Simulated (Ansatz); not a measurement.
We consider spinel MgAl2O4, described by PBEsol-D3(BJ) (plane waves, PAW; Ansatz, an electronic-structure program).

Settings: plane-wave cutoff 520 eV, 8×8×8 k mesh, Fermi–Dirac smearing 0.01 eV, scalar-relativistic PAW data made under PBE.

Computed at the level's own relaxed cell.

Task: Give the computed equilibrium volume per atom, pressure derivative B′ of the bulk modulus, band gap and lattice constant a.

Result: 
- equilibrium volume per atom = 9.35 Å³/atom
- pressure derivative B′ of the bulk modulus = 4.1
- band gap = 5.37 eV
- lattice constant a = 8.059 Å

Measured, for comparison: band gap 7.8 eV (temperature not stated, no zero-point or thermal correction; as tabulated in Neo et al. (2023), doi:10.1002/gch2.202200236); equilibrium volume per atom 9.40 Å³/atom, lattice constant a 8.074 Å (0 K, fit to 77–300 K taken to 0 K; as tabulated in Grimes and Al-Ajaj (1992), doi:10.1088/0953-8984/4/30/004). Computed (rounded) less measured: band gap -2.43 eV, equilibrium volume per atom -0.5 %, lattice constant a -0.2 %.

Note: the bulk modulus comes from volumes at which shape and atoms were relaxed.

The computed numbers hold no vibrational or temperature effects.

It cost very roughly 4 core-minutes of CPU time.
